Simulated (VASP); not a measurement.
# KI (P4/mmm) in VASP: a series of runs

The runs below take KI through single point, with r2SCAN, HSE06, PBE.

Program: VASP 6.6.1. These are calculated values, not measurements. Logs are shortened: lines on timing, memory, paths and dates and some standing lists are left out, and cuts for length are marked.

## (1) The cell of the first run

It takes space group P4/mmm (No. 123, tetragonal). The conventional cell has a = 4.291 Å, b = 4.291 Å, c = 4.058 Å, α = 90.00°, β = 90.00°, γ = 90.00°. Around K (site symmetry 4/mmm) lie 8 I at 3.65 Å and 2 K at 4.06 Å. Around I (site symmetry 4/mmm) lie 8 K at 3.65 Å and 2 I at 4.06 Å.

The cell was built by a generator and needn't be a form met in nature.

## (2) Single point, r2SCAN (uniaxial_x strain -5.4%)

POSCAR

```
KI
1.0
    4.0579421279      0.0000000000      0.0000000000
    0.0000000000      4.2909401796      0.0000000000
    0.0000000000      0.0000000000      4.2909401796
K I
1 1
Direct
    0.0000000000      0.0000000000      0.0000000000
    0.5000000000      0.5000000000      0.5000000000
```

INCAR.step1

```
PREC = Accurate ; ENCUT = 520
ISMEAR = 0 ; SIGMA = 0.01
LREAL = F ; LASPH = T
NELM = 100 ; NBANDS = 15
GGA = PE ; ALGO = Normal
EDIFF = 1E-4 ; LWAVE = T
LCHARG = F
```

INCAR.step2

```
PREC = Accurate ; ENCUT = 520
EDIFF = 1E-6 ; ISMEAR = 0
SIGMA = 0.01 ; LREAL = F
LASPH = T ; NELM = 100
ALGO = Normal ; ISIF = 2
LWAVE = F ; LCHARG = T
METAGGA = R2SCAN ; LMIXTAU = T
LELF = T ; LVHAR = T
NBANDS = 15 ; ISTART = 1
```

KPOINTS

```
regular mesh
0
Gamma
  6 6 6
```

Potentials or basis: VASP PAW PBE potentials, release 64 (K_sv, I).

Run with:

```console
> cat potpaw_PBE.64/K_sv/POTCAR potpaw_PBE.64/I/POTCAR > POTCAR
> cp INCAR.step1 INCAR
> mpirun -np 1 vasp_std > vasp.out
> cp INCAR.step2 INCAR
> mpirun -np 1 vasp_std > vasp.out
```

OUTCAR:

```text
PREC = Accurate
   ENCUT = 520
   EDIFF = 1E-6
   ISMEAR = 0
   LREAL = F
   LASPH = T
   NELM = 100
   ISIF = 2
   METAGGA = R2SCAN
   ISTART = 1

 ion  position               nearest neighbor table
   1  0.000  0.000  0.000-   2 3.65   2 3.65   2 3.65   2 3.65   2 3.65   2 3.65   2 3.65   2 3.65

   2  0.500  0.500  0.500-   1 3.65   1 3.65   1 3.65   1 3.65   1 3.65   1 3.65   1 3.65   1 3.65

  LATTYP: Found a simple tetragonal cell.
 ALAT       =     4.2909401796
 C/A-ratio  =     0.9457000000

  Lattice vectors:

 A1 = (   0.0000000000,   4.2909401796,   0.0000000000)
 A2 = (   0.0000000000,   0.0000000000,   4.2909401796)
 A3 = (   4.0579421279,   0.0000000000,   0.0000000000)

Analysis of symmetry for initial positions (statically):
=====================================================================
 Subroutine PRICEL returns:
 Original cell was already a primitive cell.

 Routine SETGRP: Setting up the symmetry group for a
 simple tetragonal supercell.

 Subroutine GETGRP returns: Found 16 space group operations
 (whereof 16 operations were pure point group operations)
 out of a pool of 16 trial point group operations.

The static configuration has the point symmetry D_4h.

Analysis of symmetry for dynamics (positions and initial velocities):
=====================================================================
 Subroutine PRICEL returns:
 Original cell was already a primitive cell.

 Routine SETGRP: Setting up the symmetry group for a
 simple tetragonal supercell.

 Subroutine GETGRP returns: Found 16 space group operations
 (whereof 16 operations were pure point group operations)
 out of a pool of 16 trial point group operations.

The dynamic configuration has the point symmetry D_4h.

 Subroutine INISYM returns: Found 16 space group operations
 (whereof 16 operations are pure point group operations),
 and found     1 'primitive' translations

----------------------------------------------------------------------------------------

                                     Primitive cell

  volume of cell :      74.7155

  direct lattice vectors                    reciprocal lattice vectors
     4.057942128  0.000000000  0.000000000     0.246430326  0.000000000  0.000000000
     0.000000000  4.290940180  0.000000000     0.000000000  0.233049159  0.000000000
     0.000000000  0.000000000  4.290940180     0.000000000  0.000000000  0.233049159

  length of vectors
     4.057942128  4.290940180  4.290940180     0.246430326  0.233049159  0.233049159

  position of ions in fractional coordinates (direct lattice)
     0.000000000  0.000000000  0.000000000
     0.500000000  0.500000000  0.500000000

  ion indices of the primitive-cell ions
   primitive index   ion index
                 1           1
                 2           2

----------------------------------------------------------------------------------------

 KPOINTS: regular mesh

Automatic generation of k-mesh.
 Grid dimensions read from file:
 generate k-points for:    6    6    6

 Generating k-lattice:

  Cartesian coordinates                     Fractional coordinates (reciprocal lattice)
     0.041071721  0.000000000  0.000000000     0.166666667  0.000000000  0.000000000
     0.000000000  0.038841526  0.000000000     0.000000000  0.166666667  0.000000000
     0.000000000  0.000000000  0.038841526     0.000000000  0.000000000  0.166666667

  Length of vectors
     0.041071721  0.038841526  0.038841526

  Shift w.r.t. Gamma in fractional coordinates (k-lattice)
     0.000000000  0.000000000  0.000000000

 Subroutine IBZKPT returns following result:
 ===========================================

 Found     40 irreducible k-points:

 Following reciprocal coordinates:
            Coordinates               Weight
  0.000000  0.000000  0.000000      1.000000
  0.166667  0.000000  0.000000      2.000000
  0.333333  0.000000  0.000000      2.000000
  0.500000  0.000000  0.000000      1.000000
  0.000000  0.166667  0.000000      4.000000
  0.166667  0.166667  0.000000      8.000000
[... 16 lines left out ...]
  0.333333  0.333333  0.166667     16.000000
  0.500000  0.333333  0.166667      8.000000
 [... further k-points ...]
   k-points           NKPTS =     40   k-points in BZ     NKDIM =     40   number of bands    NBANDS=     15
   number of dos      NEDOS =    301   number of ions     NIONS =      2
   total plane-waves  NPLWV =  30720
   dimension x,y,z NGX =    30 NGY =   32 NGZ =   32
   dimension x,y,z NGXF=    60 NGYF=   64 NGZF=   64
   ions per type =               1   1
   NGX,Y,Z   is equivalent  to a cutoff of  12.29, 12.40, 12.40 a.u.
   NGXF,Y,Z  is equivalent  to a cutoff of  24.58, 24.80, 24.80 a.u.
 SYSTEM =  unknown system
   PREC   = accura    normal or accurate (medium, high low for compatibility)
   ISTART =      1    job   : 0-new  1-cont  2-samecut
   ICHARG =      0    charge: 1-file 2-atom 10-const
   ISPIN  =      1    spin polarized calculation?
   LNONCOLLINEAR =      F non collinear calculations
   LSORBIT =      F    spin-orbit coupling
   LASPH  =      T    aspherical Exc in radial PAW
   ENCUT  =  520.0 eV  38.22 Ry    6.18 a.u.   7.55  7.98  7.98*2*pi/ulx,y,z
   NELM   =    100;   NELMIN=  2; NELMDL=  0     # of ELM steps
   EDIFF  = 0.1E-05   stopping-criterion for ELM
   LREAL  =      F    real-space projection
   EDIFFG = 0.1E-04   stopping-criterion for IOM
   NSW    =      0    number of steps for IOM
   IBRION =     -1    ionic relax: 0-MD 1-quasi-New 2-CG
   NFREE  =      0    steps in history (QN), initial steepest desc. (CG)
   ISIF   =      2    stress and relaxation
   ISYM   =      2    0-nonsym 1-usesym 2-fastsym
   POTIM  = 0.5000    time-step for ionic-motion
   TEBEG  =    0.0;   TEEND  =   0.0 temperature during run
   PSTRESS=    0.0 pullay stress
   NELECT =      16.0000    total number of electrons
   NUPDOWN=      -1.0000    fix difference up-down
   EMIN   =  10.00;   EMAX   =-10.00  energy-range for DOS
   EFERMI =   0.00;   METHOD = LEGACY
   ISMEAR =     0;   SIGMA  =   0.01  broadening in eV -4-tet -1-fermi 0-gaus
   EFERMI_NEDOS =   21; number of points for ismear=-14 and -15
   IALGO  =     38    algorithm
   IMIX   =      4    mixing-type and parameters
     AMIX     =   0.40;   BMIX     =  1.00
     AMIX_MAG =   1.60;   BMIX_MAG =  1.00
  volume/ion in A,a.u.               =      37.36       252.10
  Fermi-wavevector in a.u.,A,eV,Ry     =   0.979440  1.850874 13.052110  0.959303
  Thomas-Fermi vector in A             =   2.110293
   LORBIT       =      0    0 simple, 1 ext, 2 COOP (PROOUT), +10 PAW based schemes
   METAGGA = R2SCAN    functional components
   LHFCALC =     F    Hartree Fock is set to
   AEXX    =    0.0000 exact exchange contribution
   IVDW    =     0    specifies the selected vdW correction
   LEPSILON=     F    determine dielectric tensor
   LRPA    =     F    only Hartree local field effects (RPA)
 non-spin polarized calculation
 Gauss-broadening in eV      SIGMA  =   0.01
  energy-cutoff  :      520.00
  volume of cell :       74.72
 maximum number of plane-waves:      2064
   NGX = 15   NGY = 15   NGZ = 15

 number of electron      16.0000004 magnetization

 Free energy of the ion-electron system (eV)
  ---------------------------------------------------
  ext. energy  EPLUGINS =         0.00000000
  ---------------------------------------------------
  free energy    TOTEN  =       -33.83317671 eV

  energy without entropy =      -33.83317671  energy(sigma->0) =      -33.83317671

 E-fermi :   1.2711     XC(G=0):  -8.2930

 val. band max:        1.2113552467   @ k =   0.0000   0.5000   0.5000
 cond. band min:       5.1149368155   @ k =   0.0000   0.0000   0.0000
 fundamental gap:      3.9035815688
 Fermi energy:         1.2710500895

 k-point     1 :       0.0000    0.0000    0.0000
  band No.  band energies     occupation
      1     -29.5973      2.00000
      2     -12.2809      2.00000
      3     -12.2809      2.00000
      4     -12.2773      2.00000
      5     -10.6857      2.00000
      6       0.4264      2.00000
      7       0.4264      2.00000
      8       0.8717      2.00000
      9       5.1149      0.00000
     10       5.9586      0.00000
     11       6.2975      0.00000
     12       9.8326      0.00000
     13      10.2619      0.00000
     14      10.2619      0.00000
     15      11.9529      0.00000

 k-point     2 :       0.1667    0.0000    0.0000
  band No.  band energies     occupation
      1     -29.5950      2.00000
      2     -12.3440      2.00000
      3     -12.2760      2.00000
      4     -12.2760      2.00000
      5     -10.5721      2.00000
      6       0.0576      2.00000
      7       0.4615      2.00000
      8       0.4615      2.00000
      9       5.6004      0.00000
     10       6.1914      0.00000
     11       7.2528      0.00000
     12       9.9846      0.00000
     13      10.0532      0.00000
     14      10.0532      0.00000
     15      11.4701      0.00000

 k-point     3 :       0.3333    0.0000    0.0000
  band No.  band energies     occupation
      1     -29.5904      2.00000
      2     -12.4635      2.00000
      3     -12.2661      2.00000
      4     -12.2661      2.00000
      5     -10.3467      2.00000
      6      -1.1110      2.00000
      7       0.5329      2.00000
      8       0.5329      2.00000
      9       6.5578      0.00000
     10       6.8726      0.00000
     11       8.7510      0.00000
     12       9.7234      0.00000
     13       9.8765      0.00000
     14       9.8765      0.00000
     15      10.3618      0.00000

 k-point     4 :       0.5000    0.0000    0.0000
  band No.  band energies     occupation
      1     -29.5881      2.00000
      2     -12.5182      2.00000
      3     -12.2611      2.00000
      4     -12.2611      2.00000
      5     -10.2323      2.00000
      6      -1.5887      2.00000
      7       0.5692      2.00000
      8       0.5692      2.00000
      9       7.2420      0.00000
     10       7.6771      0.00000
     11       8.5210      0.00000
     12       9.0909      0.00000
     13      10.1864      0.00000
     14      10.1864      0.00000
     15      10.2863      0.00000
[... 307 lines left out ...]
 k-point    22 :       0.1667    0.3333    0.1667
  band No.  band energies     occupation
      1     -29.5905      2.00000
      2     -12.3970      2.00000
      3     -12.3080      2.00000
      4     -12.2921      2.00000
      5     -10.3349      2.00000
      6      -0.9286      2.00000
      7       0.0542      2.00000
      8       0.3082      2.00000
      9       7.1841      0.00000
     10       7.5681      0.00000
     11       7.9989      0.00000
     12       9.1908      0.00000
     13       9.3938      0.00000
     14       9.6670      0.00000
     15      11.3734      0.00000

 k-point    23 :       0.3333    0.3333    0.1667
  band No.  band energies     occupation
      1     -29.5861      2.00000
      2     -12.3989      2.00000
      3     -12.3446      2.00000
      4     -12.2820      2.00000
      5     -10.2332      2.00000
      6      -0.7612      2.00000
      7      -0.6201      2.00000
      8       0.2075      2.00000
      9       6.6244      0.00000
     10       7.9657      0.00000
     11       7.9959      0.00000
     12       8.2150      0.00000
     13       9.7822      0.00000
     14      10.3259      0.00000
     15      11.4562      0.00000

 k-point    24 :       0.5000    0.3333    0.1667
  band No.  band energies     occupation
      1     -29.5838      2.00000
      2     -12.4341      2.00000
      3     -12.3285      2.00000
      4     -12.2763      2.00000
      5     -10.1791      2.00000
      6      -1.1432      2.00000
      7      -0.5270      2.00000
      8       0.2969      2.00000
      9       6.1528      0.00000
     10       7.7472      0.00000
     11       7.9541      0.00000
     12       8.4243      0.00000
     13      10.2734      0.00000
     14      10.4255      0.00000
     15      11.7325      0.00000

 [... further k-points ...]

------------------------ aborting loop because EDIFF is reached ----------------------------------------

  FORCE on cell =-STRESS in cart. coord.  units (eV):
  Direction    XX          YY          ZZ          XY          YZ          ZX
  --------------------------------------------------------------------------------------
  -------------------------------------------------------------------------------------
  Total        1.1106621      0.1322879      0.1322879      0.0000000      0.0000000      0.0000000
  in kB       23.8167102      2.8367424      2.8367424      0.0000000      0.0000000      0.0000000
  external PRESSURE =       9.8300650 kB  Pullay stress =       0.0000000 kB

 VOLUME and BASIS-vectors are now :
 -----------------------------------------------------------------------------
  energy-cutoff  :      520.00
  volume of cell :       74.72
      direct lattice vectors                 reciprocal lattice vectors
     4.057942128  0.000000000  0.000000000     0.246430326  0.000000000  0.000000000
     0.000000000  4.290940180  0.000000000     0.000000000  0.233049159  0.000000000
     0.000000000  0.000000000  4.290940180     0.000000000  0.000000000  0.233049159

 POSITION                                       TOTAL-FORCE (eV/Angst)
 -----------------------------------------------------------------------------------
      0.00000      0.00000      0.00000         0.000000      0.000000      0.000000
      2.02897      2.14547      2.14547         0.000000      0.000000      0.000000
 -----------------------------------------------------------------------------------
    total drift:                                0.000000     -0.000000     -0.000000

  FREE ENERGIE OF THE ION-ELECTRON SYSTEM (eV)
  ---------------------------------------------------
  free  energy   TOTEN  =       -33.8331767123 eV

  energy  without entropy=      -33.8331767123  energy(sigma->0) =      -33.83317671
```

It took 95 s on 1 thread of Intel Xeon Platinum 8488C (Sapphire Rapids), shared host; peak memory 0.2 GiB.

Results:

| Item | Value |
| --- | --- |
| Free energy | -33.8332 eV |
| Pressure | 1.0 GPa |
| Band gap on the k mesh | 3.90 eV, indirect (least direct gap 4.06 eV) |

Levels at points of the mesh, in eV from the valence-band top:
| k point | band 6 | band 7 | band 8 | band 9 | band 10 | band 11 |
| --- | --- | --- | --- | --- | --- | --- |
| (0.00, 0.00, 0.00) | -0.79 | -0.79 | -0.34 | 3.90 | 4.75 | 5.09 |
| (0.50, 0.00, 0.00) | -2.80 | -0.64 | -0.64 | 6.03 | 6.47 | 7.31 |
| (0.00, 0.50, 0.00) | -2.75 | -0.75 | -0.28 | 6.03 | 6.35 | 7.43 |
| (0.50, 0.50, 0.00) | -2.24 | -2.04 | -0.34 | 4.17 | 5.98 | 6.92 |
| (0.00, 0.50, 0.50) | -2.16 | -2.16 | 0.00 | 4.06 | 6.45 | 7.49 |
| (0.50, 0.50, 0.50) | -2.22 | -2.05 | -2.05 | 5.88 | 5.88 | 6.02 |

Caveat: the PAW data sets were made with another functional, which shifts forces and pressure a little; spin-orbit coupling is left out, which moves the levels of the heavy elements.

[end of part 1 of 2]
